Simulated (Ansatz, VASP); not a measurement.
# HgTe in VASP and in Ansatz

```
Hg Te
1.0
     0.00000    3.18000    3.18000
     3.18000    0.00000    3.18000
     3.18000    3.18000    0.00000
Hg Te
1 1
Cartesian
  0.0000 0.0000 0.0000
  3.1800 3.1800 3.1800
```

Measurements of this composition are mostly on another form, of space group No. 216.

Alike in both runs: task single point; functional PBE; k mesh 7 × 7 × 7; occupations gaussian, width 0.014 eV; no spin polarisation.

|  | VASP | Ansatz |
| --- | --- | --- |
| version | VASP 6.6.1 | Ansatz 0.2.0 |
| potentials or method | VASP PAW PBE potentials, release 64 (Hg, Te) | Ansatz PAW |
| plane-wave cutoff (eV) | 520 | 420 |
| valence electrons in the cell | 18 | 36 |

Ansatz gave:

| Property | Result |
| --- | --- |
| gap on the k mesh at the Fermi level (eV) | none |
| pressure (GPa) | -3.8 |

Problem. What did VASP give for the same quantities?

Solution. gap on the k mesh at the Fermi level (eV): none; pressure (GPa): -3.7.

A gap of «none» marks a metal or a gap that the smearing closes. The two sets of potentials don't hold the same shells in valence.

The runs have no spin-orbit coupling, so splittings on Hg, Te are missing.
